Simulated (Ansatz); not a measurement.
# Static equation of state of wurtzite SiC, size series (300 atoms)

The cell holds 300 atoms: 150 Si and 150 C. Its edges and angles: a = 15.464 Å, b = 15.464 Å, c = 15.217 Å, α = 90.0°, β = 90.0°, γ = 120.0°. It derives from SiC (wurtzite), repeated 5×5×3. The starting structure: Wurtzite SiC (a = 3.076 Å, c = 5.048 Å), 5 x 5 x 3 conventional cells; every coordinate displaced by a Gaussian of 0.08 Å.

Calculated with Ansatz 0.2.0: Kohn-Sham DFT, PBE, PAW (set soft_2), plane waves; cutoff 420 eV, Γ point, fixed occupations. Cell and atoms were relaxed first, to V0 = 10.504 Å³ an atom at a residual P0 = 0.001 GPa. The cell was then scaled evenly, and the atoms were relaxed at each volume.

| volume (Å³/atom) | pressure (GPa) |
| --- | --- |
| 9.4539 | ? |
| 9.8740 | 14.91 |
| 10.189 | 6.909 |
| 10.819 | -5.959 |
| 11.135 | -11.08 |

**Question.** Fit the third-order Birch–Murnaghan equation to the rows given and extrapolate to the withheld row.

Worked fit:

Take the Eulerian strain f = ½[(V0/V)^(2/3) − 1] and the normalised pressure F = (P − P0) / [3f(1 + 2f)^(5/2)]. The third-order Birch–Murnaghan equation is then the line F = B0 + (3/2)B0(B′ − 4) f, so u = f and v = F.

```
      u = f  v = F (GPa)
  0.0210566      212.899
  0.0102566      213.414
-0.00975644      213.888
 -0.0190506      213.667
```

With n = 4: mean u = 6.2655e-4, mean v = 213.467, Σ(u − ū)² = 0.0010051, Σ(u − ū)(v − v̄) = -0.020433. Slope b = -0.020433 / 0.0010051 = -20.329; intercept a = v̄ − b ū = 213.48.

So B0 = a = 213 GPa and B′ = 4 + 2b/(3a) = 3.94. At the withheld volume f = 0.03638, F = a + b f = 212.7 GPa, and P = P0 + 3f(1 + 2f)^(5/2) F.

Prediction at 9.4539: 27.68 GPa. The run gave 27.60 GPa, so the fit is high by 0.079 GPa (0.29 % of the value).

B′ = 3.9 lies in the range of 3 to 6 that is common for dense crystals. Among the rows given, the largest miss of the fit is at 9.8740, by 0.011 GPa (0.028 % of the range of the table).

Limits: Static cells at zero temperature; the cell shape is held. The program notes that the SCF threshold of these relaxations is loose for the stress. Only the Γ point is sampled, in a cell whose shortest periodic width is 13 Å.

[Logs are printed without paths, hosts, clocks, repeated set-up lines and the standing remarks that a program may print on its own settings, such as how far it seeks lower states.]

[Hosts, paths, dates, database ids (printed as entryN), source tags and the programs' standing remarks are cut or masked in the printed files.]
